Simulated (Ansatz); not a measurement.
Si2Mo:

```
Mo Si
1.0
    -1.60000    1.60000    3.93050
     1.60000   -1.60000    3.93050
     1.60000    1.60000   -3.93050
Mo Si
1 2
Direct
  0.00000 0.00000 0.00000
  0.66700 0.66700 0.00000
  0.33300 0.33300 0.00000
```

| Property | Result |
| --- | --- |
| Program | Ansatz 0.2.0 |
| Task | relaxation of cell and atoms |
| Functional | PBEsol |
| Potentials or basis | Ansatz PAW |
| Cutoff | 420 eV (not typed: the program's choice for these potentials) |
| k mesh | 12 × 12 × 12 |
| Occupations | fermi-dirac, width 0.05 eV |
| Spin | no spin polarisation |

At the start: volume 13.42 Å³/atom.

Task: How do energy, volume and symmetry change on relaxing?

Result: It ends after 5 steps and the volume is 13.27 Å³/atom (-1.1 %); space group I4/mmm (No. 139, to 0.05 Å).

Step by step:
| step | energy change (eV) | largest force (eV/Å) | volume (Å³) |
| --- | --- | --- | --- |
| 1 | 0.0000 | 0.3269 | 40.25 |
| 2 | -0.0090 | 0.0265 | 39.62 |
| 3 | -0.0096 | 0.0071 | 39.80 |
| 4 | -0.0096 | 0.0017 | 39.80 |
| 5 | -0.0095 | 0.0016 | 39.80 |

Final structure:
```yaml
crystal:
  lattice:
    - [-1.59499, 1.59499, 3.91098]
    - [1.59499, -1.59499, 3.91098]
    - [1.59499, 1.59499, -3.91098]
  atoms:
    - { symbol: Mo, position: [0.00000, 0.00000, 0.00000] }
    - { symbol: Si, position: [0.66495, 0.66495, 0.00000] }
    - { symbol: Si, position: [0.33505, 0.33505, 0.00000] }
```

Caveat: the plane-wave basis is chosen anew once the cell has moved, so the energies of steps on either side of that aren't comparable; the PAW data sets come from PBE, with cores solved anew for the run's functional, which leaves a small shift of forces and pressure.
